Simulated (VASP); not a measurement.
Pt: band structure with r2SCAN

Crystal: Pt.

```
Pt
1.0
     0.00000    1.96090    1.96090
     1.96090    0.00000    1.96090
     1.96090    1.96090    0.00000
Pt
1
Direct
  0.00000 0.00000 0.00000
```

| Item | Value |
| --- | --- |
| Program | VASP 6.6.1 |
| Task | band structure |
| Functional | r2SCAN |
| Potentials or basis | VASP PAW PBE potentials, release 64 (Pt) |
| Cutoff | 520 eV |
| k mesh | 12 × 12 × 12 |
| Occupations | fermi-dirac, width 0.05 eV |
| Spin | no spin polarisation |
| Further INCAR settings | ALGO = Normal; EDIFF = 1e-06 |

| Item | Value |
| --- | --- |
| Pressure | 4.9 GPa |
| Band gap along the path | none (metal or under the smearing width) |

Levels at the corners of the path, in eV from the Fermi level:
| point | band 3 | band 4 | band 5 | band 6 | band 7 | band 8 |
| --- | --- | --- | --- | --- | --- | --- |
| Γ | -3.93 | -3.93 | -1.76 | -1.76 | 15.46 | 20.63 |
| X | -0.07 | 0.51 | 0.51 | 1.93 | 9.33 | 12.00 |
| X | -0.07 | 0.51 | 0.51 | 1.93 | 9.33 | 12.00 |
| W | -4.72 | -2.13 | 0.51 | 7.52 | 8.69 | 8.69 |
| W | -4.72 | -2.13 | 0.51 | 7.52 | 8.69 | 8.69 |
| K | -2.95 | -1.43 | -0.18 | 6.10 | 7.05 | 10.62 |
| K | -2.95 | -1.43 | -0.18 | 6.10 | 7.05 | 10.62 |
| Γ | -3.93 | -3.93 | -1.76 | -1.76 | 15.46 | 20.63 |
| Γ | -3.93 | -3.93 | -1.76 | -1.76 | 15.46 | 20.63 |
| L | -4.03 | -0.33 | 0.01 | 0.01 | 6.14 | 15.10 |
| L | -4.03 | -0.33 | 0.01 | 0.01 | 6.14 | 15.10 |
| U | -2.95 | -1.43 | -0.18 | 6.10 | 7.05 | 10.62 |
| U | -2.95 | -1.43 | -0.18 | 6.10 | 7.05 | 10.62 |
| W | -4.72 | -2.13 | 0.51 | 7.52 | 8.69 | 8.69 |
| W | -4.72 | -2.13 | 0.51 | 7.52 | 8.69 | 8.69 |
| L | -4.03 | -0.33 | 0.01 | 0.01 | 6.14 | 15.10 |
| L | -4.03 | -0.33 | 0.01 | 0.01 | 6.14 | 15.10 |
| K | -2.95 | -1.43 | -0.18 | 6.10 | 7.05 | 10.62 |
| U | -2.95 | -1.43 | -0.18 | 6.10 | 7.05 | 10.62 |
| X | -0.07 | 0.51 | 0.51 | 1.93 | 9.33 | 12.00 |

Wall time 67 s on 1 thread of AMD EPYC 9R45 (Zen 5), on a shared host, peak memory 0.12 GiB.

Caveat: the PAW data sets were made with another functional, which shifts forces and pressure a little; spin-orbit coupling is left out, which moves the levels of the heavy elements.
